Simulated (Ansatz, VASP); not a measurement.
# NaCl in VASP and in Ansatz

```
Na Cl
1.0
     2.88860    0.00000    0.00000
     0.00000    2.88860    0.00000
     0.00000    0.00000    2.86000
Na Cl
1 1
Cartesian
  0.0000 0.0000 0.0000
  1.4443 1.4443 1.4300
```

Change from the starting cell: equal xx and yy strain of +1 %, crystal datasets.

Alike in both runs: task electric field gradients; functional PBE; k mesh 8 × 8 × 8; occupations fermi-dirac, width 0.02 eV; no spin polarisation.

```csv
,VASP,Ansatz
version,VASP 6.6.1,Ansatz 0.2.0
potentials or method,"VASP PAW PBE potentials, release 64 (Na_pv, Cl), cutoff 520 eV","all-electron PAW with datasets made for the crystal, scalar-relativistic"
```

|  | VASP | Ansatz | Ansatz less VASP |
| --- | --- | --- | --- |
| gap on the k mesh at the Fermi level (eV) | 4.40 | 4.36 | -0.045 |
| pressure (GPa) | 60.2 | 60.0 | -0.19 |
| largest component of the traceless stress (GPa) | 1.67 | 1.67 | +0.007 |
| Vzz of the field gradient on the site that differs most (V/Å²) | -5.5 | -5.6 | -0.13 |

Ansatz ran all-electron here, so the differences hold the error of VASP's frozen core and of both bases.

Caveats: the cell as given lies far from equilibrium; so large a pressure means that the cell lies far from this level's equilibrium, or that cutoff or potentials fall short (VASP). A k mesh can miss the band edges.
